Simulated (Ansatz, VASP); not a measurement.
# Cross-check of Zn36HO36 (bond-centred H+ along c in ZnO) between VASP and Ansatz, part 2 of 2

One calculation is typed for both programs; each brings its own data sets. How far apart do they land? The cell is taken from a series of runs on this material, whose earlier steps may have relaxed, scaled, displaced or heated it; both programs get it as it stands.

VASP 6.6.1 and Ansatz 0.2.0.

So far: The structure; Ansatz: single point, HSE06.

## Step 3: VASP: single point, HSE06

Level of this step: HSE06; plane waves and PAW (Zn, O, H) (VASP).

The same cell, functional, mesh and smearing now go to VASP, with its own data sets.

Lines of VASP's logs that name or quote its potential files are left out, and so is its time.

The run reads the wave functions of an earlier VASP run, which isn't shown here.

Input file INCAR:

```
SYSTEM = Zn36HO36
PREC = Accurate
ENCUT = 520
EDIFF = 1E-06
NELM = 100
ISMEAR = -1
SIGMA = 0.01
LREAL = Auto
ALGO = Normal
LHFCALC = .TRUE.
AEXX = 0.25
GGA = PE
HFSCREEN = 0.208
LASPH = .TRUE.
NELECT = 648
NBANDS = 375
PRECFOCK = Fast
LORBIT = 11
LWAVE = .FALSE.
LCHARG = .FALSE.
ISIF = 2
```

Input file POSCAR:

```
Zn36HO36
1.0
    9.8385599212      0.0000000000      0.0000000000
   -4.9192799606      8.5204428284      0.0000000000
    0.0000000000      0.0000000000     10.5865020882
Zn O H
36 36 1
Direct
    0.1114790465      0.2223181180      0.2501246226
    0.2215626002      0.1097404855      0.0010427948
    0.1091315738      0.2181348719      0.7498699698
    0.2219459968      0.1105218093      0.4994502963
    0.1114784845      0.5561421246      0.2501264210
    0.2084286911      0.4377041679      0.9906282340
    0.1091329348      0.5579744017      0.7498686810
    0.2072529352      0.4371132113      0.5108466055
    0.1112529124      0.8891171370      0.2496284661
    0.2215640370      0.7787999464      0.0010399517
    0.1112490429      0.8891139617      0.7500613751
    0.2219447857      0.7784005793      0.4994486351
    0.4442250892      0.2223116116      0.2501185871
    0.5563685712      0.1116740330      0.0016258229
    0.4423838921      0.2181393560      0.7498555381
    0.5561285855      0.1115501137      0.4987798979
    0.4446157176      0.5558060367      0.1695281190
    0.5626681862      0.4376955518      0.9906155002
    0.4445754661      0.5557760575      0.7560174718
    0.5632107017      0.4371314171      0.5108129117
    0.4442245565      0.8888953363      0.2501181327
    0.5626721436      0.7919590159      0.9906102181
    0.4423844540      0.8912188171      0.7498481785
    0.5632051909      0.7930410021      0.5108002048
    0.7779141680      0.2224461159      0.2499670006
    0.8886911244      0.1116766633      0.0016331224
    0.7779128800      0.2224454639      0.7499942131
    0.8887887302      0.1115472294      0.4987863322
    0.7780605346      0.5561443670      0.2501246566
    0.8886896252      0.4439926650      0.0016364410
    0.7822126354      0.5579730533      0.7498501043
    0.8887900332      0.4442163128      0.4987891414
    0.7780622628      0.8888985349      0.2501223085
    0.8906135426      0.7787964135      0.0010323624
    0.7822109027      0.8912165135      0.7498443780
    0.8898348702      0.7784050519      0.4994461781
    0.2226808031      0.1119762287      0.1900882796
    0.1120459229      0.2239096118      0.4398347397
    0.2220383179      0.1107008430      0.6882551953
    0.1091074931      0.2184482790      0.9383316586
    0.2190404885      0.4430118822      0.1837781560
    0.1120462322      0.5551114117      0.4398362435
    0.2223042218      0.4446406778      0.6972525040
    0.1091058863      0.5576371281      0.9383308208
    0.2226803265      0.7776849740      0.1900873996
    0.1112453899      0.8891116283      0.4386581955
    0.2220366754      0.7783148629      0.6882530330
    0.1112470290      0.8891123829      0.9392598520
    0.5554180257      0.1112002892      0.1904846690
    0.4452320368      0.2239124129      0.4398274974
    0.5562299927      0.1116041362      0.6878063095
    0.4427242411      0.2184435258      0.9383171930
    0.5573783009      0.4429957788      0.1837596544
    0.4445370497      0.5557471159      0.4662145221
    0.5557077515      0.4446450839      0.6972276154
    0.4445911563      0.5557873588      0.9531522526
    0.5573849991      0.7813777235      0.1837509884
    0.4452306097      0.8882916616      0.4398259542
    0.5557062585      0.7780358499      0.6972174441
    0.4427247284      0.8912618465      0.9383097749
    0.8891728021      0.1112058339      0.1904911210
    0.7779048408      0.2224396840      0.4390316262
    0.8887547810      0.1116048753      0.6878105856
    0.7779170784      0.2224485584      0.9397458769
    0.8891705867      0.4449465092      0.1904942729
    0.7764331731      0.5551160970      0.4398327571
    0.8887540168      0.4441277514      0.6878127127
    0.7819198586      0.5576354843      0.9383134555
    0.8883925862      0.7776860106      0.1900840977
    0.7764328422      0.8882905443      0.4398293300
    0.8896614065      0.7783187254      0.6882489713
    0.7819223935      0.8912653230      0.9383073039
    0.4444366582      0.5556699027      0.3824511979
```

Input file KPOINTS:

```
Automatic mesh
0
Gamma
1 1 1
0 0 0
```

The projector-augmented-wave data sets are Zn, O and H (PBE family, release 64).

Command:

```
$ export OMP_NUM_THREADS=3
$ mpirun -np 1 vasp_gam
```

Numbers of over 12 decimals in the logs are rounded to 6 here.

Log:

```text
[banner, memory and clock lines left out]
running    1 mpi-ranks, on    1 nodes
[...]
Offloading initialized ...    1 GPUs detected
[...]
LDA part: xc-table for (Slater+PW92), standard interpolation
 found WAVECAR, reading the header
 POSCAR, INCAR and KPOINTS ok, starting setup
[...]
reading WAVECAR
 the WAVECAR file was read successfully
 initial charge from wavefunction
 entering main loop
       N       E                     dE             d eps       ncg     rms          rms(c)
DAV:   1    -0.413037113294E+03   -0.41304E+03   -0.25939E+01   940   0.451E+01    0.103E+01
DAV:   2    -0.412965377795E+03    0.71735E-01   -0.12530E+01   940   0.153E+01    0.344E+00
DAV:   3    -0.413007877345E+03   -0.42500E-01   -0.10524E+00  1052   0.455E+00    0.190E+00
DAV:   4    -0.413013566220E+03   -0.56889E-02   -0.16733E-01   804   0.108E+00    0.106E+00
[...]
DAV:  13    -0.413004902412E+03    0.19974E-05   -0.91821E-07   485   0.671E-03    0.106E-02
DAV:  14    -0.413004901215E+03    0.11972E-05   -0.12617E-06   469   0.430E-03    0.661E-03
DAV:  15    -0.413004900503E+03    0.71177E-06   -0.51572E-07   453   0.409E-03
   1 F= -.41300490E+03 E0= -.41300490E+03  d E =-.595564E-11
```

OUTCAR, selected parts (step 3):

```text
  FREE ENERGIE OF THE ION-ELECTRON SYSTEM (eV)
  ---------------------------------------------------
  free  energy   TOTEN  =      -413.0049005029 eV

  energy  without entropy=     -413.0049005029  energy(sigma->0) =     -413.00490050
```

The run ends at a pressure of -2.85 GPa, with forces up to 5.3 eV/Å.

## Step 4: Side by side

Known differences besides the potentials themselves: exact exchange at q = 0 is treated differently, which shows on coarse meshes; VASP keeps PBE cores, Ansatz makes them for the functional; the cutoff is 420 eV in Ansatz and 520 eV in VASP (PREC = Accurate, projectors in real space); VASP takes a coarser grid for exact exchange (PRECFOCK = Fast). Total energies have different zeros and are not compared.

The two programs side by side:

| quantity | Ansatz | VASP | difference |
| --- | --- | --- | --- |
| gap on the k mesh (eV) | 2.475 | 2.443 | +0.032 |

Forces on 7 of the 73 atoms, those with the largest forces and the largest differences (eV/Å; atoms numbered as in POSCAR):

| atom | Ansatz x, y, z | VASP x, y, z |
| --- | --- | --- |
| Zn17 | 0.000, 0.000, 0.055 | 0.000, 0.000, 0.066 |
| O41 | -0.010, -0.006, 0.001 | -0.036, -0.019, 0.016 |
| O53 | 0.010, -0.006, 0.001 | 0.035, -0.020, 0.016 |
| O54 | 0.003, 0.003, 4.722 | 0.004, 0.003, 5.169 |
| O56 | 0.000, 0.000, -0.012 | 0.000, 0.001, -0.033 |
| O57 | 0.000, 0.011, 0.001 | 0.000, 0.041, 0.017 |
| H73 | -0.003, -0.003, -4.815 | -0.003, -0.004, -5.319 |

The forces differ by 46 meV/Å r.m.s., which is 9.2 % of the r.m.s. force of 0.501 eV/Å (both taken over all components). A gap on the mesh is an upper bound, since the band edges may lie between its points. The cell carries a charge of +1 e against a uniform background, so its pressure also hangs on how the neutralising background is counted, and in a defect's cell a gap may be the spacing between its levels.

## Step 5: Outcome

```
r.m.s. force difference (single point, HSE06) : 9.2 % of the r.m.s. force
```

**Reading.** The r.m.s. force difference is 9.2 % of the r.m.s. force (single point, HSE06), beyond the 3 % picked in this series as the mark of a large difference. What causes the difference of the single point, HSE06 pair stays open here. Such differences can come from data sets, numerical settings and the points named under the comparisons, not from the functional's error against experiment.

[Lines on the potential files, build, host, timing and source positions are cut from VASP's logs without a mark.]

[Logs are printed without paths, hosts, clocks, repeated set-up lines and the standing remarks that a program may print on its own settings, such as how far it seeks lower states.]

[Hosts, paths, dates, database ids (printed as entryN), source tags and the programs' standing remarks are cut or masked in the printed files.]
